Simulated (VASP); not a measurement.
Crystal: HfS2.

```xyz
3
Lattice="3.6349 0.0000 0.0000 -1.8175 3.1480 0.0000 0.0000 0.0000 6.0302" Properties=species:S:1:pos:R:3 pbc="T T T"
Hf    0.0000    0.0000    0.0000
S     1.8175    1.0493    4.5640
S     0.0000    2.0986    1.4662
```

The cell is a database's computed one.

The cell isn't the ideal one: a relaxed cell with its volume scaled by 1.04.

```yaml
Program: VASP 6.6.1
Task: relaxation of shape and atoms at fixed volume
Functional: PBEsol
Potentials_or_basis: VASP PAW PBE potentials, release 64 (Hf_pv, S)
Cutoff: 600 eV
k_mesh: 9 × 9 × 5
Occupations: gaussian, width 0.03 eV
Spin: no spin polarisation
```

At the start: pressure -3.7 GPa; volume 23.00 Å³/atom.

Question: Where does the relaxation end?

Answer: Over 6 steps the energy falls by 9.2 meV/atom; space group P-3m1 (No. 164, to 0.05 Å).

Step by step:
| step | energy change (eV) | largest force (eV/Å) | pressure (GPa) |
| --- | --- | --- | --- |
| 1 | 0.0000 | 0.4689 | -3.68 |
| 2 | -0.0166 | 0.2244 | -2.41 |
| 3 | -0.0224 | 0.0212 | -1.12 |
| 4 | -0.0264 | 0.0058 | -0.77 |
| 5 | -0.0275 | 0.0107 | -0.45 |
| 6 | -0.0275 | 0.0100 | -0.47 |

Final structure:
```
CELL_PARAMETERS angstrom
3.59702 0.00000 0.00000
-1.79851 3.11511 0.00000
0.00000 0.00000 6.15799
ATOMIC_POSITIONS crystal
Hf 0.00000 0.00000 0.00000
S 0.66667 0.33333 0.76536
S 0.33333 0.66667 0.23464
```

Caveat: the PAW data sets were made with another functional, which shifts forces and pressure a little; this functional lacks dispersion, which binds the layers, so the pressure and a relaxed spacing across them are unreliable.
